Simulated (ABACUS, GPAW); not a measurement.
This is a calculation of CuO (Tenorite) for ABACUS 3.10.1. Atoms were shifted at random by some hundredths of an Å from the given cell, which wasn't relaxed again for these runs. 

The input INPUT:

```
INPUT_PARAMETERS
suffix              CuO
calculation         scf
basis_type          pw
pseudo_dir          ./
symmetry            1
dft_functional      pbesol
ecutwfc             92
pseudo_rcut         7
nspin               1
nbands              30
ks_solver           dav
smearing_method     fd
smearing_sigma      0.00367493
scf_thr             1e-08
scf_nmax            100
mixing_type         broyden
mixing_beta         0.7
cal_force           1
cal_stress          1
kpar                4
```

Contents of STRU:

```
ATOMIC_SPECIES
Cu 63.5460 Cu.upf
O 15.9990 O.upf

LATTICE_CONSTANT
1.8897261246

LATTICE_VECTORS
2.3446500000 -1.7134000000 0.0000000000
2.3446500000 1.7134000000 0.0000000000
-0.8605543552 0.0000000000 5.0594363927

ATOMIC_POSITIONS
Direct

Cu
0.0
2
0.5057020000 -0.0099960000 0.4952360000 1 1 1
0.0115430000 0.5010150000 -0.0027230000 1 1 1

O
0.0
2
0.4001180000 0.5775250000 0.7609880000 1 1 1
0.5763470000 0.4140770000 0.2581400000 1 1 1
```

Contents of KPT:

```
K_POINTS
0
Gamma
10 10 5 0 0 0
```

Potentials or basis: PseudoDojo NC SR 0.4.1 PBEsol standard, plane waves.

The run is started by

```bash
$ OMP_NUM_THREADS=1 mpirun -np 4 abacus > log
```

Q: Translate it to GPAW 26.7.0 (ASE script). Potentials or basis there: PAW data sets generated for this functional, cutoff 800 eV.

A: As run (cutoffs and basis follow the program's own potentials, and thresholds, step limits or extra output files can differ):

File run.py:

```python
from ase import Atoms
from ase.dft.bandgap import bandgap
from ase.io import write
from ase.units import GPa
from ase.parallel import parprint
from gpaw import GPAW, PW, setup_paths

setup_paths.insert(0, '.')

atoms = Atoms(['Cu', 'Cu', 'O', 'O'],
              cell=[[2.34465, -1.7134, 0.0],
                    [2.34465, 1.7134, 0.0],
                    [-0.8605543552, 0.0, 5.0594363927]],
              scaled_positions=[[0.505702, -0.009996, 0.495236],
                                [0.011543, 0.501015, -0.002723],
                                [0.400118, 0.577525, 0.760988],
                                [0.576347, 0.414077, 0.25814]],
              pbc=True)

calc = GPAW(mode=PW(800),
            xc='PBEsol',
            kpts={'size': (10, 10, 5), 'gamma': True},
            occupations={'name': 'fermi-dirac', 'width': 0.05},
            nbands=33,
            convergence={'density': 1e-05, 'energy': 1e-05},
            maxiter=150,
            txt='gpaw.txt')
atoms.calc = calc
energy = atoms.get_potential_energy()
forces = atoms.get_forces()
stress = atoms.get_stress()
calc.write('gs.gpw')
write('result.traj', atoms)
parprint(f'Energy: {energy:.6f} eV')
parprint('Forces (eV/A):')
parprint(forces.round(4))
parprint('Stress (GPa):', (stress / GPa).round(3))
parprint('Fermi level:', round(calc.get_fermi_level(), 4), 'eV')
parprint(f'Gap: {bandgap(calc)[0]:.4f} eV, direct: {bandgap(calc, direct=True)[0]:.4f} eV')
```

Potentials or basis: PAW data sets generated in the run's folder for this functional, pw.

The run is started by

```sh
$ gpaw-setup -f PBEsol Cu O
$ OMP_NUM_THREADS=1 mpirun -n 4 gpaw python run.py
```

Both were run:

|  | ABACUS | GPAW |
| --- | --- | --- |
| Pressure | -2.1 GPa | 0.8 GPa |
| Largest force | 1.564 eV/Å | 1.656 eV/Å |

The potentials hold 50 and 34 valence electrons a cell.

Pressure is positive in compression.
